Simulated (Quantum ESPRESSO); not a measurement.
## Sb under changes of volume

One of the cells (31.554 Å³/atom); the others are scaled copies at fixed shape and fractional positions:

```
CELL_PARAMETERS angstrom
3.16000 0.00000 0.00000
0.00000 3.16000 0.00000
0.00000 0.00000 3.16000
ATOMIC_POSITIONS crystal
Sb 0.00000 0.00000 0.00000
```

This isn't the form of Sb at room conditions, which is rhombohedral.

| Property | Result |
| --- | --- |
| Program | Quantum ESPRESSO 7.5 |
| Functional | PBE |
| Potentials or basis | SSSP 1.3 efficiency PBE |
| Cutoff | 748 eV |
| Density cutoff | 5987 eV |
| k mesh | 8 × 8 × 8 |
| Occupations | fermi-dirac, width 0.05 eV |
| Spin | no spin polarisation |

| volume (Å³/atom) | energy over the lowest point (meV/atom) | pressure (GPa) |
| --- | --- | --- |
| 29.661 | 2.02 | 1.1 |
| 30.292 | 0.00 | -0.1 |
| 30.923 | 2.66 | -1.2 |
| 31.554 | 9.46 | -2.2 |
| 32.186 | ? | ? |
| 32.817 | 33.67 | -3.9 |
| 33.448 | 50.28 | -4.5 |

What does the run at 32.186 Å³/atom give?

Energy over the lowest point 19.93 meV/atom; pressure -3.1 GPa.

Worked out: A Birch-Murnaghan fit of order 3 (a polynomial in V^(-2/3)) to the other rows has its minimum at 30.24 Å³/atom with B0 = V·E''(V) = 57 GPa and B' = 4.8. It gives 19.95 meV/atom at 32.186 Å³/atom, against the run's 19.93, and -dE/dV = -3.1 GPa, against -3.1.

Energies are extrapolated to zero smearing.
